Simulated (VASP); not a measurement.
# SnSe2 (P-3m1) in VASP: further runs

One crystal, SnSe2, is run at these levels: LDA; tasks: single point.

Program: VASP 6.6.1. These are calculated values, not measurements. Logs are shortened: lines on timing, memory, paths and dates and some standing lists are left out, and cuts for length are marked.

**1. The crystal as given**

Symmetry: P-3m1, No. 164, trigonal system. The conventional cell has a = 3.811 Å, b = 3.811 Å, c = 6.136 Å, α = 90.00°, β = 90.00°, γ = 120.00°. Around Sn (site symmetry -3m) lie 6 Se at 2.68 Å. Se (site symmetry 3m) has 3 Sn at 2.68 Å as nearest neighbours.

**2. Single point, LDA**

INCAR reads:

```
SYSTEM = SnSe2
PREC     = Accurate       ! precision mode
ENCUT    = 700            ! plane-wave cutoff, eV
EDIFF    = 1E-7           ! SCF threshold, eV
ISMEAR   = 0              ! smearing method
SIGMA    = 0.05           ! smearing width, eV
LREAL    = .False.        ! projectors in reciprocal space
LASPH    = .True.         ! aspherical terms in the spheres
NELM     = 100            ! most SCF steps
ALGO     = Normal         ! electronic algorithm
ISIF     = 2              ! what is computed and relaxed
LWAVE    = .False.        ! write WAVECAR
LCHARG   = .False.        ! write CHGCAR
NBANDS   = 20             ! bands
ADDGRID  = .False.
```

KPOINTS reads:

```
regular mesh
0
Gamma
  2 2 1
  0 0 0
```

POSCAR reads:

```
SnSe2
1.0
    3.8110000000      0.0000000000      0.0000000000
   -1.9055000000      3.3004228138      0.0000000000
    0.0000000000      0.0000000000      6.1360000000
Sn Se
1 2
Direct
    0.0255860000      0.0074750000      0.0043360000
    0.6613810000      0.3516810000      0.7467700000
    0.3595740000      0.6870860000      0.2661230000
```

Potentials or basis: VASP PAW LDA potentials, release 64 (Sn_d, Se).

Command:

```console
$ cat potpaw_LDA.64/Sn_d/POTCAR potpaw_LDA.64/Se/POTCAR > POTCAR
$ mpirun -np 1 vasp_std > vasp.out
```

OUTCAR:

```text
SYSTEM = SnSe2
   PREC = Accurate
   ENCUT = 700
   EDIFF = 1E-7
   ISMEAR = 0
   LREAL = .False.
   LASPH = .True.
   NELM = 100
   ISIF = 2

 Found      4 irreducible k-points:

 Following reciprocal coordinates:
            Coordinates               Weight
  0.000000  0.000000  0.000000      1.000000
  0.500000 -0.000000  0.000000      1.000000
  0.000000  0.500000  0.000000      1.000000
  0.500000  0.500000  0.000000      1.000000
   k-points           NKPTS =      4   k-points in BZ     NKDIM =      4   number of bands    NBANDS=     20
   number of dos      NEDOS =    301   number of ions     NIONS =      3
   total plane-waves  NPLWV =  69984
   dimension x,y,z NGX =    36 NGY =   36 NGZ =   54
   dimension x,y,z NGXF=    72 NGYF=   72 NGZF=  108
   ions per type =               1   2
   NGX,Y,Z   is equivalent  to a cutoff of  15.70, 15.70, 14.63 a.u.
   NGXF,Y,Z  is equivalent  to a cutoff of  31.41, 31.41, 29.26 a.u.
 SYSTEM =  SnSe2
   PREC   = accura    normal or accurate (medium, high low for compatibility)
   ISTART =      0    job   : 0-new  1-cont  2-samecut
   ICHARG =      2    charge: 1-file 2-atom 10-const
   ISPIN  =      1    spin polarized calculation?
   LNONCOLLINEAR =      F non collinear calculations
   LSORBIT =      F    spin-orbit coupling
   LASPH  =      T    aspherical Exc in radial PAW
   ENCUT  =  700.0 eV  51.45 Ry    7.17 a.u.   8.22  8.22 13.24*2*pi/ulx,y,z
   NELM   =    100;   NELMIN=  2; NELMDL= -5     # of ELM steps
   EDIFF  = 0.1E-06   stopping-criterion for ELM
   LREAL  =      F    real-space projection
   EDIFFG = 0.1E-05   stopping-criterion for IOM
   NSW    =      0    number of steps for IOM
   IBRION =     -1    ionic relax: 0-MD 1-quasi-New 2-CG
   NFREE  =      0    steps in history (QN), initial steepest desc. (CG)
   ISIF   =      2    stress and relaxation
   ISYM   =      2    0-nonsym 1-usesym 2-fastsym
   POTIM  = 0.5000    time-step for ionic-motion
   TEBEG  =    0.0;   TEEND  =   0.0 temperature during run
   PSTRESS=    0.0 pullay stress
   NELECT =      26.0000    total number of electrons
   NUPDOWN=      -1.0000    fix difference up-down
   EMIN   =  10.00;   EMAX   =-10.00  energy-range for DOS
   EFERMI =   0.00;   METHOD = LEGACY
   ISMEAR =     0;   SIGMA  =   0.05  broadening in eV -4-tet -1-fermi 0-gaus
   EFERMI_NEDOS =   21; number of points for ismear=-14 and -15
   IALGO  =     38    algorithm
   IMIX   =      4    mixing-type and parameters
     AMIX     =   0.40;   BMIX     =  1.00
     AMIX_MAG =   1.60;   BMIX_MAG =  1.00
  volume/ion in A,a.u.               =      25.73       173.61
  Fermi-wavevector in a.u.,A,eV,Ry     =   1.139116  2.152617 17.654722  1.297585
  Thomas-Fermi vector in A             =   2.275820
   LORBIT       =      0    0 simple, 1 ext, 2 COOP (PROOUT), +10 PAW based schemes
   GGA     = CA    functional components
   LHFCALC =     F    Hartree Fock is set to
   AEXX    =    0.0000 exact exchange contribution
   IVDW    =     0    specifies the selected vdW correction
   LEPSILON=     F    determine dielectric tensor
   LRPA    =     F    only Hartree local field effects (RPA)
 non-spin polarized calculation
 Gauss-broadening in eV      SIGMA  =   0.05
  energy-cutoff  :      700.00
  volume of cell :       77.18
 maximum number of plane-waves:      3285
 NGX is ok and might be reduce to    36
   NGX = 17   NGY = 17   NGZ = 27

 number of electron      25.9999999 magnetization

 Free energy of the ion-electron system (eV)
  ---------------------------------------------------
  ext. energy  EPLUGINS =         0.00000000
  ---------------------------------------------------
  free energy    TOTEN  =       -12.14091949 eV

  energy without entropy =      -12.14091949  energy(sigma->0) =      -12.14091949

 E-fermi :   4.4445     XC(G=0):  -9.7898

 val. band max:        4.1301216053   @ k =   0.0000   0.0000   0.0000
 cond. band min:       4.8850895808   @ k =   0.0000   0.0000   0.0000
 fundamental gap:      0.7549679755
 Fermi energy:         4.4445172707

 k-point     1 :       0.0000    0.0000    0.0000
  band No.  band energies     occupation
      1     -17.1513      2.00000
      2     -17.1486      2.00000
      3     -17.1443      2.00000
      4     -17.1094      2.00000
      5     -17.1078      2.00000
      6      -9.7004      2.00000
      7      -7.9469      2.00000
      8      -2.2281      2.00000
      9       3.4451      2.00000
     10       3.8146      2.00000
     11       3.9657      2.00000
     12       4.0460      2.00000
     13       4.1301      2.00000
     14       4.8851      0.00000
     15       7.0417      0.00000
     16       8.5186      0.00000
     17       8.9198      0.00000
     18      12.1011      0.00000
     19      13.0866      0.00000
     20      13.2657      0.00000

 k-point     2 :       0.5000   -0.0000    0.0000
  band No.  band energies     occupation
      1     -17.2111      2.00000
      2     -17.1413      2.00000
      3     -17.1394      2.00000
      4     -17.0988      2.00000
      5     -17.0670      2.00000
      6      -8.0918      2.00000
      7      -7.4113      2.00000
      8      -3.2231      2.00000
      9      -0.1735      2.00000
     10       0.9697      2.00000
     11       1.7549      2.00000
     12       2.9005      2.00000
     13       4.0802      2.00000
     14       5.2348      0.00000
     15       7.6903      0.00000
     16       9.0312      0.00000
     17       9.3715      0.00000
     18      11.1513      0.00000
     19      14.0446      0.00000
     20      14.9766      0.00000

 k-point     3 :       0.0000    0.5000    0.0000
  band No.  band energies     occupation
      1     -17.2061      2.00000
      2     -17.1437      2.00000
      3     -17.1367      2.00000
      4     -17.1021      2.00000
      5     -17.0684      2.00000
      6      -8.0441      2.00000
      7      -7.5330      2.00000
      8      -3.0468      2.00000
      9      -0.1855      2.00000
     10       1.0671      2.00000
     11       1.7308      2.00000
     12       2.6985      2.00000
     13       4.0210      2.00000
     14       5.2808      0.00000
     15       7.6449      0.00000
     16       9.1582      0.00000
     17       9.4779      0.00000
     18      10.9204      0.00000
     19      14.0473      0.00000
     20      14.8642      0.00000

 k-point     4 :       0.5000    0.5000    0.0000
  band No.  band energies     occupation
      1     -17.2051      2.00000
      2     -17.1420      2.00000
      3     -17.1339      2.00000
      4     -17.1069      2.00000
      5     -17.0685      2.00000
      6      -8.0291      2.00000
      7      -7.6086      2.00000
      8      -2.8861      2.00000
      9      -0.1918      2.00000
     10       1.1814      2.00000
     11       1.6568      2.00000
     12       2.5365      2.00000
     13       4.0109      2.00000
     14       5.2798      0.00000
     15       7.6536      0.00000
     16       9.2606      0.00000
     17       9.4611      0.00000
     18      10.7358      0.00000
     19      14.0398      0.00000
     20      14.7856      0.00000

------------------------ aborting loop because EDIFF is reached ----------------------------------------

  FORCE on cell =-STRESS in cart. coord.  units (eV):
  Direction    XX          YY          ZZ          XY          YZ          ZX
  --------------------------------------------------------------------------------------
  -------------------------------------------------------------------------------------
  Total        2.9113621      2.8468442     -2.1047470      0.3331081     -0.1201848     -0.1839405
  in kB       60.4383950     59.0990369    -43.6934761      6.9151552     -2.4949753     -3.8185105
  external PRESSURE =      25.2813186 kB  Pullay stress =       0.0000000 kB

 VOLUME and BASIS-vectors are now :
 -----------------------------------------------------------------------------
  energy-cutoff  :      700.00
  volume of cell :       77.18
      direct lattice vectors                 reciprocal lattice vectors
     3.811000000  0.000000000  0.000000000     0.262398321  0.151495741  0.000000000
    -1.905500000  3.300422814  0.000000000     0.000000000  0.302991482  0.000000000
     0.000000000  0.000000000  6.136000000     0.000000000  0.000000000  0.162972621

 POSITION                                       TOTAL-FORCE (eV/Angst)
 -----------------------------------------------------------------------------------
      0.08326      0.02467      0.02661        -0.387865      0.118600      0.256495
      1.85039      1.16070      4.58218         0.384342     -0.020804     -0.926189
      0.06109      2.26767      1.63293         0.003523     -0.097797      0.669694
 -----------------------------------------------------------------------------------
    total drift:                               -0.000051     -0.000163      0.000118

  FREE ENERGIE OF THE ION-ELECTRON SYSTEM (eV)
  ---------------------------------------------------
  free  energy   TOTEN  =       -12.1409194922 eV

  energy  without entropy=      -12.1409194922  energy(sigma->0) =      -12.14091949
```

Run time: 7.2 s. Hardware: 1 thread of Intel Xeon 6975P-C (Granite Rapids), shared host; peak memory 0.19 GiB.

These settings aren't checked as converged: the numbers below hold their error.

Results:

```
Free energy            : -12.1409 eV
Pressure               : 2.5 GPa
Largest force          : 1.003 eV/Å
Band gap on the k mesh : 0.76 eV, direct
```

Caveat: the k mesh is coarse (spacing up to 1.02 Å⁻¹), so the values aren't converged; spin-orbit coupling is left out, which moves the levels of the heavy elements; an odd mesh through Γ misses points on the zone boundary, where band edges often lie.

**3. Single point, LDA**

Edit INCAR of step 2 so:

```diff
@@ -2,3 +2,3 @@
 PREC     = Accurate       ! precision mode
-ENCUT    = 700            ! plane-wave cutoff, eV
+ENCUT    = 250            ! plane-wave cutoff, eV
 EDIFF    = 1E-7           ! SCF threshold, eV
```

KPOINTS reads:

```
regular mesh
0
Gamma
  4 4 2
  0 0 0
```

POSCAR reads:

```
SnSe2
1.0
    3.8110000000      0.0000000000      0.0000000000
   -1.9055000000      3.3004228138      0.0000000000
    0.0000000000      0.0000000000      6.1360000000
Sn Se
1 2
Direct
    0.0000000000      0.0000000000      0.0000000000
    0.6666666667      0.3333333333      0.7510000000
    0.3333333333      0.6666666667      0.2490000000
```

Potentials or basis: VASP PAW LDA potentials, release 64 (Sn_d, Se).

Command:

```console
$ cat potpaw_LDA.64/Sn_d/POTCAR potpaw_LDA.64/Se/POTCAR > POTCAR
$ mpirun -np 1 vasp_std > vasp.out
```

Wall time 2.7 s (1 thread of Intel Xeon 6975P-C (Granite Rapids), shared host); peak memory 0.12 GiB.

These settings aren't checked as converged: the numbers below hold their error.

Results:

```
Free energy            : -13.6512 eV
Largest force          : 0.462 eV/Å
Band gap on the k mesh : 0.76 eV, indirect (least direct gap 0.89 eV)
```

Caveat: the k mesh is coarse (spacing up to 0.51 Å⁻¹), so the values aren't converged; the cutoff is under 1.25 times the usual one of these potentials, so pressure, stress and relaxed cells hold a basis-set (Pulay) error; spin-orbit coupling is left out, which moves the levels of the heavy elements.

**4. Single point, LDA**

INCAR is that of step 3.

KPOINTS is that of step 3.

POSCAR reads:

```
SnSe2
1.0
    3.8110000000      0.0000000000      0.0000000000
   -1.9055000000      3.3004228138      0.0000000000
    0.0000000000      0.0000000000      6.1360000000
Sn Se
1 2
Direct
    0.0255860000      0.0074750000      0.0043360000
    0.6613810000      0.3516810000      0.7467700000
    0.3595740000      0.6870860000      0.2661230000
```

Command:

```console
$ cat potpaw_LDA.64/Sn_d/POTCAR potpaw_LDA.64/Se/POTCAR > POTCAR
$ mpirun -np 1 vasp_std > vasp.out
```

It took 4.5 s on 1 thread of Intel Xeon 6975P-C (Granite Rapids), shared host; peak memory 0.13 GiB.

The run converged, but some of its settings lie outside the range that counts as converged, so its numbers aren't taken as properties of the crystal.

What came out:

| Item | Value |
| --- | --- |
| Free energy | -13.6357 eV |
| Largest force | 0.475 eV/Å |
| Band gap on the k mesh | 0.47 eV, indirect (least direct gap 0.85 eV) |

Caveat: the k mesh is coarse (spacing up to 0.51 Å⁻¹), so the values aren't converged; the cutoff is under 1.25 times the usual one of these potentials, so pressure, stress and relaxed cells hold a basis-set (Pulay) error; spin-orbit coupling is left out, which moves the levels of the heavy elements.

**5. The reference run**

An earlier run on the cell as given: functional PBEsol; potentials or basis VASP PAW PBE potentials, release 64 (Sn_d, Se); cutoff 520 eV; k mesh 8 × 8 × 5; occupations fermi-dirac, width 0.05 eV; no spin polarisation.

- Pressure: 2.6 GPa
- Largest force: 0.622 eV/Å
- Band gap on the k mesh: 0.73 eV, indirect (least direct gap 1.00 eV)
